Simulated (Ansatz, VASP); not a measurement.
One calculation of Sc, two programs

```xyz
1
Lattice="0.0000 2.3209 2.3209 2.3209 0.0000 2.3209 2.3209 2.3209 0.0000" Properties=species:S:1:pos:R:3 pbc="T T T"
Sc    0.0000    0.0000    0.0000
```

The cell was built by a generator and needn't be a form met in nature.

Alike in both runs: task relaxation of cell and atoms; functional RPBE; k mesh 12 × 12 × 12; occupations fermi-dirac, width 0.1 eV; no spin polarisation.

```csv
,VASP,Ansatz
version,VASP 6.6.1,Ansatz 0.2.0
potentials or method,"VASP PAW PBE potentials, release 64 (Sc_sv)","plane waves (420 eV) with PAW, scalar-relativistic"
plane-wave cutoff (eV),600,420
valence electrons in the cell,11,11
```

Ansatz gave:

| Quantity | Value |
| --- | --- |
| relaxed volume (Å³/atom) | 25.80 |
| relaxed cell length with the largest relative difference (Å) | 3.317 |
| energy change over the relaxation (meV/atom) | -4 |

Problem. Estimate VASP's values.

Solution. Relaxed volume (Å³/atom): 25.84; relaxed cell length with the largest relative difference (Å): 3.318; energy change over the relaxation (meV/atom): -4.

Caveats: the PAW data sets were made with another functional, which shifts forces and pressure a little (VASP).
